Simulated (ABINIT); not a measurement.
# InP (F-43m) in ABINIT: reference runs

Aim: a first look at InP with PBE, on the cell as given and on a disturbed one.

Everything below comes from runs of ABINIT 10.8.3 (patched build). Logs are shortened: lines on timing, memory, paths and dates and some standing lists are left out, and cuts for length are marked. The log counts tension as positive stress, the text compression.

**What was measured.**

A printed reference work, data compilation reports, for a bulk crystal of InP at 1.6 K: band gap 1.4236 eV (direct).

The results are compared with them further down.

### Step 1. Starting point

Symmetry: F-43m, No. 216, cubic system. The conventional cell has a = 5.861 Å, b = 5.861 Å, c = 5.861 Å, α = 90.00°, β = 90.00°, γ = 90.00°. Around In (site symmetry -43m) lie 4 P at 2.54 Å. Around P (site symmetry -43m) lie 4 In at 2.54 Å.

### Step 2. Single point, PBE

run.abi reads:

```
# Pseudopotentials
pp_dirpath "./"
pseudos "In.GGA_PBE-JTH.xml, P.GGA_PBE-JTH.xml"

# Structure
acell 3*1.0
rprim
     0.0000000000     5.5378424082     5.5378424082
     5.5378424082     0.0000000000     5.5378424082
     5.5378424082     5.5378424082     0.0000000000
ntypat 2
znucl 49 15
natom 2
typat 1 2
xcart
     0.0000000000     0.0000000000     0.0000000000
     4.3957500000     4.3957500000     4.3957500000 Angstrom

# Plane-wave basis
ecut 598.650497 eV
pawecutdg 44.0

# k points
kptopt 1
ngkpt 8 8 8
nshiftk 1
shiftk 0.0 0.0 0.0

# Exchange and correlation
ixc 11

# Bands and occupations
nband 13
occopt 3
tsmear 0.00183747

# SCF cycle
nstep 100
tolvrs 1.0e-9

# Output
iomode 3
prtwf 0
prtden 0
prteig 0
prtebands 0
```

Potentials or basis: JTH PAW PBE v2.0.

On the command line:

```
$ abinit run.abi > log 2>&1
```

run.abo:

```text
.Version 10.8.3 of ABINIT
 Symmetries : space group F-4 3 m (#216); Bravais cF (face-center cubic)
================================================================================
 Values of the parameters that define the memory need of the present run
     intxc =       0    ionmov =       0      iscf =      17    lmnmax =      18
     lnmax =       6     mgfft =      36  mpssoang =       3    mqgrid =    3001
     natom =       2  nloc_mem =       2    nspden =       1   nspinor =       1
    nsppol =       1      nsym =      24    n1xccc =       1    ntypat =       2
    occopt =       3   xclevel =       2
       mpw =        1700          nfft =       46656          nkpt =          29
 PAW method is used; the additional fine FFT grid is defined by:
   mgfftf=        48    nfftf =    110592
================================================================================
================================================================================

--------------------------------------------------------------------------------
------------- Echo of variables that govern the present computation ------------
--------------------------------------------------------------------------------
 -outvars: echo values of preprocessed input variables --------
            acell      1.0000000000E+00  1.0000000000E+00  1.0000000000E+00 Bohr
              amu      1.14820000E+02  3.09737620E+01
             ecut      2.20000000E+01 Hartree
              ixc          11
         kptrlatt        8    0    0      0    8    0      0    0    8
          kptrlen      6.26535347E+01
            natom           2
            nband          13
            ngfft          36      36      36
          ngfftdg          48      48      48
             nkpt          29
            nstep         100
             nsym          24
           ntypat           2
           occopt           3
        pawecutdg      4.40000000E+01 Hartree
         pawxcdev           0
           prtden           0
        prtebands           0
           prteig           0
            prtwf           0
            rprim      0.0000000000E+00  5.5378424082E+00  5.5378424082E+00
                       5.5378424082E+00  0.0000000000E+00  5.5378424082E+00
                       5.5378424082E+00  5.5378424082E+00  0.0000000000E+00
          spgroup         216
           tolvrs      1.00000000E-09
           tsmear      1.83747000E-03 Hartree
            typat      1  2
           useylm           1
           xangst      0.0000000000E+00  0.0000000000E+00  0.0000000000E+00
                       4.3957499970E+00  4.3957499970E+00  4.3957499970E+00
            xcart      0.0000000000E+00  0.0000000000E+00  0.0000000000E+00
                       8.3067636123E+00  8.3067636123E+00  8.3067636123E+00
             xred      0.0000000000E+00  0.0000000000E+00  0.0000000000E+00
                       7.5000000000E-01  7.5000000000E-01  7.5000000000E-01
            znucl       49.00000   15.00000

[... 129 lines left out ...]

 cartesian coordinates (angstrom) at end:
    1      0.00000000000000     0.00000000000000     0.00000000000000
    2      4.39574999700532     4.39574999700532     4.39574999700532

 cartesian forces (hartree/bohr) at end:
    1      0.00000000000000    -0.00000000000000    -0.00000000000000
    2     -0.00000000000000     0.00000000000000     0.00000000000000
 frms,max,avg= 8.7725921E-31 1.5194575E-30   0.000E+00  0.000E+00  0.000E+00 h/b

 cartesian forces (eV/Angstrom) at end:
    1      0.00000000000000    -0.00000000000000    -0.00000000000000
    2     -0.00000000000000     0.00000000000000     0.00000000000000
 frms,max,avg= 4.5110482E-29 7.8133647E-29   0.000E+00  0.000E+00  0.000E+00 e/A
 length scales=  1.000000000000  1.000000000000  1.000000000000 bohr
              =  0.529177210544  0.529177210544  0.529177210544 angstroms
 Fermi (or HOMO) energy (hartree) =   0.18614   Average Vxc (hartree)=  -0.34141
 Eigenvalues (hartree) for nkpt=  29  k points:
 kpt#   1, nband= 13, wtk=  0.00195, kpt=  0.0000  0.0000  0.0000 (reduced coord)
  -0.34947   -0.34947   -0.34947   -0.34395   -0.34395   -0.25150    0.17218    0.17218
   0.17218    0.19781    0.32208    0.32208    0.32208
      occupation numbers for kpt#   1
   2.00000    2.00000    2.00000    2.00000    2.00000    2.00000    1.99900    1.99900
   1.99900    0.00349    0.00000    0.00000    0.00000
 prteigrs : prtvol=0 or 1, do not print more k-points.

--- !EnergyTerms
iteration_state     : {dtset: 1, }
comment             : Components of total free energy in Hartree
kinetic             :  1.64887213632025E+01
hartree             :  2.38231550527388E+01
xc                  : -9.82154677295917E+00
Ewald energy        : -4.48602020983076E+01
psp_core            :  1.38267200478630E+00
local_psp           : -6.47434022798220E+01
PAW spherical_terms :  1.30088523829727E+01
internal            : -6.47217503473885E+01
'-kT*entropy'       : -2.06680675996784E-07
total_energy        : -6.47217505540691E+01
total_energy_eV     : -1.76116855284281E+03
...

--- !EnergyTermsDC
iteration_state     : {dtset: 1, }
comment             : '"Double-counting" decomposition of free energy'
band_energy         : -3.44864305770920E+00
Ewald energy        : -4.48602020983076E+01
psp_core            :  1.38267200478630E+00
xc_dc               : -2.65064086379232E+01
PAW spherical_terms :  8.71083112362356E+00
internal            : -6.47217506655301E+01
'-kT*entropy'       : -2.06680675996784E-07
total_energy_dc     : -6.47217508722108E+01
total_energy_dc_eV  : -1.76116856149989E+03
...

--- !EnergyTermsWithPAWCore
iteration_state     : {dtset: 1, }
comment             : 'Components of total free energy, including PAW core contributions'
Total energy        : -6.22383759477654E+03
Total energy DC     : -6.22383759509468E+03
Total energy (eV)   : -1.69359248723722E+05
Total energy DC (eV): -1.69359248732379E+05
...

 Cartesian components of stress tensor (hartree/bohr^3)
  sigma(1 1)= -1.12985275E-04  sigma(3 2)=  0.00000000E+00
  sigma(2 2)= -1.12985275E-04  sigma(3 1)=  0.00000000E+00
  sigma(3 3)= -1.12985275E-04  sigma(2 1)=  0.00000000E+00

-Cartesian components of stress tensor (GPa)         [Pressure=  3.3241E+00 GPa]
- sigma(1 1)= -3.32414154E+00  sigma(3 2)=  0.00000000E+00
- sigma(2 2)= -3.32414154E+00  sigma(3 1)=  0.00000000E+00
- sigma(3 3)= -3.32414154E+00  sigma(2 1)=  0.00000000E+00

== END DATASET(S) ==============================================================
================================================================================

 -outvars: echo values of variables after computation  --------
            acell      1.0000000000E+00  1.0000000000E+00  1.0000000000E+00 Bohr
           etotal     -6.4721750872E+01
            fcart      1.2979700238E-47 -1.5194575255E-30 -1.2979700238E-47
                      -1.2979700238E-47  1.5194575255E-30  1.2979700238E-47
            rprim      0.0000000000E+00  5.5378424082E+00  5.5378424082E+00
                       5.5378424082E+00  0.0000000000E+00  5.5378424082E+00
                       5.5378424082E+00  5.5378424082E+00  0.0000000000E+00
           strten     -1.1298527454E-04 -1.1298527454E-04 -1.1298527454E-04
                       0.0000000000E+00  0.0000000000E+00  0.0000000000E+00
           xangst      0.0000000000E+00  0.0000000000E+00  0.0000000000E+00
                       4.3957499970E+00  4.3957499970E+00  4.3957499970E+00
             xred      0.0000000000E+00  0.0000000000E+00  0.0000000000E+00
                       7.5000000000E-01  7.5000000000E-01  7.5000000000E-01
 Calculation completed.
```

Wall time 24 s (1 thread of Arm Neoverse V1, shared host); peak memory 0.12 GiB.

Results:

```
Free energy                                           : -1761.1686 eV
Pressure                                              : 3.3 GPa
Band gap on the k mesh                                : 0.70 eV, direct
Valence electrons inside the program's atomic spheres : In 11.25; P 1.59
```

Levels at points of the mesh, in eV from the valence-band top:
```tsv
k point	band 6	band 7	band 8	band 9	band 10	band 11	band 12	band 13
(0.00, 0.00, 0.00)	-11.53	0.00	0.00	0.00	0.70	4.08	4.08	4.08
(0.50, 0.00, 0.00)	-9.80	-5.74	-0.98	-0.98	1.49	4.80	4.80	7.10
(0.50, 0.50, 0.00)	-9.15	-5.76	-2.33	-2.33	1.76	2.27	9.21	9.57
```

Caveat: spin-orbit coupling is left out, which moves the levels of the heavy elements.

### Step 3. Single point, PBE (atoms moved at random, drawn with an rms of 0.05 Å)

run.abi reads:

```
# Pseudopotentials
pp_dirpath "./"
pseudos "In.GGA_PBE-JTH.xml, P.GGA_PBE-JTH.xml"

# Structure
acell 4.1443528445 4.1443528445 4.1443528445 Angstrom
rprim
     0.0000000000     0.7071067812     0.7071067812
     0.7071067812     0.0000000000     0.7071067812
     0.7071067812     0.7071067812     0.0000000000
ntypat 2
znucl 49 15
natom 2
typat 1 2
xred
     0.0076490000    -0.0083110000    -0.0119070000
     0.7554720000     0.7458670000     0.7651810000
chkprim 0
chksymtnons 0
tolsym 1.0e-6

# Plane-wave basis
ecut 22.0
pawecutdg 44.0

# k points
kptopt 1
ngkpt 8 8 8
nshiftk 1
shiftk 0.0 0.0 0.0

# Exchange and correlation
ixc 11

# Bands and occupations
nband 13
occopt 3
tsmear 0.00183747

# SCF cycle
nstep 100
tolvrs 1.0e-9

# Output
iomode 3
prtwf 0
prtden 0
prteig 0
prtebands 0
```

Potentials or basis: JTH PAW PBE v2.0.

On the command line:

```
$ abinit run.abi > log 2>&1
```

run.abo:

```text
.Version 10.8.3 of ABINIT
 Symmetries : space group P1 (#  1); Bravais aP (primitive triclinic)
================================================================================
 Values of the parameters that define the memory need of the present run
     intxc =       0    ionmov =       0      iscf =      17    lmnmax =      18
     lnmax =       6     mgfft =      36  mpssoang =       3    mqgrid =    3001
     natom =       2  nloc_mem =       2    nspden =       1   nspinor =       1
    nsppol =       1      nsym =       1    n1xccc =       1    ntypat =       2
    occopt =       3   xclevel =       2
       mpw =        1700          nfft =       46656          nkpt =         260
 PAW method is used; the additional fine FFT grid is defined by:
   mgfftf=        48    nfftf =    110592
================================================================================
================================================================================

--------------------------------------------------------------------------------
------------- Echo of variables that govern the present computation ------------
--------------------------------------------------------------------------------
 -outvars: echo values of preprocessed input variables --------
            acell      7.8316918452E+00  7.8316918452E+00  7.8316918452E+00 Bohr
              amu      1.14820000E+02  3.09737620E+01
          chkprim           0
      chksymtnons           0
             ecut      2.20000000E+01 Hartree
                       outvar_i_n : Printing only first  50 k-points.
              ixc          11
                       outvar_i_n : Printing only first  50 k-points.
         kptrlatt        8    0    0      0    8    0      0    0    8
          kptrlen      6.26535348E+01
            natom           2
            nband          13
            ngfft          36      36      36
          ngfftdg          48      48      48
             nkpt         260
            nstep         100
             nsym           1
           ntypat           2
                       prtocc : prtvol=0, do not print more k-points.
           occopt           3
        pawecutdg      4.40000000E+01 Hartree
         pawxcdev           0
           prtden           0
        prtebands           0
[... 163 lines left out ...]
 length scales=  7.831691845232  7.831691845232  7.831691845232 bohr
              =  4.144352844500  4.144352844500  4.144352844500 angstroms
 Fermi (or HOMO) energy (hartree) =   0.18860   Average Vxc (hartree)=  -0.34143
 Eigenvalues (hartree) for nkpt= 260  k points:
 kpt#   1, nband= 13, wtk=  0.00195, kpt=  0.0000  0.0000  0.0000 (reduced coord)
  -0.35187   -0.35017   -0.34948   -0.34472   -0.34472   -0.25122    0.16332    0.17302
   0.17890    0.19800    0.31882    0.32107    0.32849
      occupation numbers for kpt#   1
   2.00000    2.00000    2.00000    2.00000    2.00000    2.00000    2.00000    1.99958
   1.98987    0.01194    0.00000    0.00000    0.00000
 prteigrs : prtvol=0 or 1, do not print more k-points.

--- !EnergyTerms
iteration_state     : {dtset: 1, }
comment             : Components of total free energy in Hartree
kinetic             :  1.64912852894303E+01
hartree             :  2.38314188809228E+01
xc                  : -9.82259946115420E+00
Ewald energy        : -4.48401404271970E+01
psp_core            :  1.38267200191586E+00
local_psp           : -6.47731831051927E+01
PAW spherical_terms :  1.30109206688455E+01
internal            : -6.47196261524294E+01
'-kT*entropy'       : -5.57863180186890E-07
total_energy        : -6.47196267102926E+01
total_energy_eV     : -1.76111076010948E+03
...

--- !EnergyTermsDC
iteration_state     : {dtset: 1, }
comment             : '"Double-counting" decomposition of free energy'
band_energy         : -3.45754315992687E+00
Ewald energy        : -4.48401404271970E+01
psp_core            :  1.38267200191586E+00
xc_dc               : -2.65143862869947E+01
PAW spherical_terms :  8.70977163604479E+00
internal            : -6.47196262361579E+01
'-kT*entropy'       : -5.57863180186890E-07
total_energy_dc     : -6.47196267940211E+01
total_energy_dc_eV  : -1.76111076238785E+03
...

--- !EnergyTermsWithPAWCore
iteration_state     : {dtset: 1, }
comment             : 'Components of total free energy, including PAW core contributions'
Total energy        : -6.22383547093277E+03
Total energy DC     : -6.22383547101649E+03
Total energy (eV)   : -1.69359190930989E+05
Total energy DC (eV): -1.69359190933267E+05
...

 Cartesian components of stress tensor (hartree/bohr^3)
  sigma(1 1)= -1.18691299E-04  sigma(3 2)= -8.88874865E-05
  sigma(2 2)= -1.22798846E-04  sigma(3 1)= -7.15450385E-05
  sigma(3 3)= -1.29935176E-04  sigma(2 1)= -2.14834806E-05

-Cartesian components of stress tensor (GPa)         [Pressure=  3.6426E+00 GPa]
- sigma(1 1)= -3.49201857E+00  sigma(3 2)= -2.61516014E+00
- sigma(2 2)= -3.61286679E+00  sigma(3 1)= -2.10492770E+00
- sigma(3 3)= -3.82282486E+00  sigma(2 1)= -6.32065822E-01

== END DATASET(S) ==============================================================
================================================================================

 -outvars: echo values of variables after computation  --------
            acell      7.8316918452E+00  7.8316918452E+00  7.8316918452E+00 Bohr
           etotal     -6.4719626794E+01
            fcart      1.4947166848E-02  1.2177942818E-02  4.3193744540E-03
                      -1.4947166848E-02 -1.2177942818E-02 -4.3193744540E-03
            rprim      0.0000000000E+00  7.0710678120E-01  7.0710678120E-01
                       7.0710678120E-01  0.0000000000E+00  7.0710678120E-01
                       7.0710678120E-01  7.0710678120E-01  0.0000000000E+00
           strten     -1.1869129885E-04 -1.2279884610E-04 -1.2993517584E-04
                      -8.8887486470E-05 -7.1545038451E-05 -2.1483480641E-05
           xangst     -5.9248849001E-02 -1.2478069000E-02 -1.9399910000E-03
                       4.4281261640E+00  4.4562736165E+00  4.3996739395E+00
             xred      7.6490000000E-03 -8.3110000000E-03 -1.1907000000E-02
                       7.5547200000E-01  7.4586700000E-01  7.6518100000E-01
 Calculation completed.
```

It took 3.3 min on 1 thread of Arm Neoverse V1, shared host; peak memory 0.3 GiB.

What came out:

| Quantity | Value |
| --- | --- |
| Free energy | -1761.1108 eV |
| Pressure | 3.6 GPa |
| Largest force | 1.016 eV/Å |
| Band gap on the k mesh | 0.52 eV, direct |
| Valence electrons inside the program's atomic spheres | In 11.26; P 1.57 |

Forces on the atoms (eV/Å):
```
In   0.769  0.626  0.222
P   -0.769 -0.626 -0.222
```

Stress tensor (GPa, compression positive):
```
3.49 0.63 2.10
0.63 3.61 2.62
2.10 2.62 3.82
```

Caveat: spin-orbit coupling is left out, which moves the levels of the heavy elements.

### Step 4. How close it comes

Step 2. A measured gap of InP is 1.4236 eV (direct; 1.6 K; a printed reference work, data compilation); the calculated 0.70 eV misses it by -0.73 eV. Spin-orbit coupling on In is left out. The value is that of PBE, without temperature or zero-point motion. Semilocal functionals fall short of measured gaps as a rule.
